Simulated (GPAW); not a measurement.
**CoO: single point with PBE+U**

The system is CoO.

```xyz
2
Lattice="-1.5080 1.5080 2.1073 1.5080 -1.5080 2.1073 1.5080 1.5080 -2.1073" Properties=species:S:1:pos:R:3 pbc="T T T"
Co    0.0000    0.0000    0.0000
O     0.0000    0.0000    2.1073
```

```
Program             : GPAW 26.7.0
Task                : single point
Functional          : PBE
Potentials or basis : GPAW PAW data sets (gpaw-data 1.2.1)
Cutoff              : 800 eV
Basis               : pw
k mesh              : 12 × 12 × 12
Occupations         : fermi-dirac, width 0.05 eV
Spin                : collinear spin, ferromagnetic start
Starting moments    : [2.0, 0.0] μB
Hubbard terms       : Co d U = 3 eV
```

- Pressure: 3.5 GPa
- Band gap on the k mesh: none (metal or under the smearing width)
- Net moment: 3.00 μB per cell
- Site moments: Co +2.69; O +0.19 μB

Stress tensor (GPa, compression positive):
```
 6.09  0.00  0.00
 0.00  6.09  0.00
 0.00  0.00 -1.79
```

Levels at points of the mesh, in eV from the Fermi level:
Spin up:
| k point | band 7 | band 8 | band 9 | band 10 | band 11 | band 12 |
| --- | --- | --- | --- | --- | --- | --- |
| (0.00, 0.00, 0.00) | -3.16 | -3.01 | -3.01 | 0.93 | 16.77 | 17.52 |
| (0.50, 0.00, 0.50) | -3.01 | -0.73 | -0.63 | 4.93 | 9.35 | 13.17 |
| (0.50, 0.50, 0.00) | -4.10 | -4.06 | -3.13 | 5.67 | 9.84 | 11.08 |
| (0.50, 0.50, 0.50) | -4.33 | -4.11 | -4.11 | 5.71 | 9.90 | 11.26 |
Spin down:
| k point | band 4 | band 5 | band 6 | band 7 | band 8 | band 9 |
| --- | --- | --- | --- | --- | --- | --- |
| (0.00, 0.00, 0.00) | -2.58 | -2.51 | -1.06 | -1.06 | 0.99 | 1.44 |
| (0.50, 0.00, 0.50) | -4.39 | -1.39 | 0.07 | 0.22 | 3.61 | 4.10 |
| (0.50, 0.50, 0.00) | -3.83 | -2.25 | -1.41 | 0.29 | 1.63 | 2.58 |
| (0.50, 0.50, 0.50) | -3.93 | -3.54 | 0.27 | 0.27 | 2.00 | 2.26 |

Run time: 89 s on 1 thread of Arm Neoverse V2 (shared host), peak memory 0.27 GiB.

Caveat: a cell with one magnetic atom can't hold antiferromagnetic order, which such compounds often take. The state reached can hang on the start; a lower one may exist.
